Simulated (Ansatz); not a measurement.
A run of Ansatz 0.2.0:

File input.yaml:

```yaml
crystal:
  lattice:
    - [3.767, 0.0, 0.0]
    - [-1.8835, 3.2623176961, 0.0]
    - [0.0, 0.0, 6.154]
  atoms:
    - { symbol: Na, position: [0.6666666667, 0.3333333333, 0.75] }
    - { symbol: Na, position: [0.3333333333, 0.6666666667, 0.25] }
kpoints:
  mp_grid: { grid: [8, 8, 5] }
scf:
  occupations: { method: fermi_dirac, width: 0.05 }
hamiltonian:
  xc: pbesol
  pseudopotentials: { kind: all_electron, lapw: { basis_error: 0.001 } }
output:
  forces: true
  stress: true
relax:
  f_tol: 0.005
  max_steps: 60
  cell: { p_target: 20 }
```

Potentials or basis: all-electron LAPW, scalar-relativistic.

The run is started by

```bash
$ ansatz run input.yaml --threads 1 --pin off --max-ram 3072MiB --backend cpu --events-out ev --progress --plain --runs-dir out
```

Hardware: 1 thread of Arm Neoverse V1, with other jobs on the host.

Question: Estimate the wall time of this run.

Answer: Wall time 10 s on 1 thread of Arm Neoverse V1 (shared host), peak memory 0.21 GiB. Counts: scf iterations 33, plane waves 111, k points 30, bands 13, ion steps 9.
